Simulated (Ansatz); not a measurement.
Calculated 14N nuclear quadrupole resonance for Zr₃N₄ at a changed volume

Cell: a COD entry, relaxed with PBE at fixed cell and then changed (volume scaled by 0.98, ions relaxed).

```cif
data_Zr3N4
_symmetry_space_group_name_H-M 'I-43d'
_symmetry_Int_Tables_number 220
_cell_length_a 6.6948
_cell_length_b 6.6948
_cell_length_c 6.6948
_cell_angle_alpha 90.000
_cell_angle_beta 90.000
_cell_angle_gamma 90.000
loop_
_atom_site_label
_atom_site_type_symbol
_atom_site_symmetry_multiplicity
_atom_site_Wyckoff_symbol
_atom_site_fract_x
_atom_site_fract_y
_atom_site_fract_z
Zr Zr 12 a 0.3750 0.0000 0.2500
N N 16 c 0.0709 0.0709 0.0709
```

One atom of each set is listed; the run and its k-mesh use a cell of 14 atoms with edges of 5.80, 5.80, 5.80 Å.

The numbers come from a DFT calculation in Ansatz (PBE, plane waves and PAW, scalar-relativistic, 420 eV cutoff, Γ-centred 6×6×6 k-points, Fermi–Dirac smearing 0.02 eV).

14N: I = 1, Q = 20.44 mb (year-2017 value). Static lattice, zero field.

(1) The simulated lines lie at 0.168 MHz. What are |C_Q|, η and |V_zz| at N?

Answers

(1) For I = 1 the lines are ν± = (3/4)|C_Q|(1 ± η/3) and ν₀ = |C_Q|η/2. Here |C_Q| = 0.224 MHz, η = 0.00 and |V_zz| = 0.45 × 10²¹ V/m². The calculation gives V_zz positive; the lines don't show the sign. The site has 6 Zr at 2.23–2.41 Å.

An axis of threefold or higher order runs through N, so V_zz lies along it and η is zero.

Without spin–orbit coupling (the program notes it for Zr) the gradients can shift somewhat, as the gap is small. With a gap of 0.8 eV on this mesh, small gradients can still move by 0.1 × 10²¹ V/m² or more as the k-mesh gets denser. At this changed cell the PBE pressure is 9 GPa.

The relaxation (3 steps) took 18 s of wall time (60 s of CPU time) and 0.74 GiB at its peak, on 4 threads of Intel Xeon Platinum 8259CL CPU @ 2.50GHz (Skylake/Cascade Lake) (x86_64; 16 cores open to the job, memory cap 8.0 GiB, no GPU), a shared host with a load of 0.6 a core.
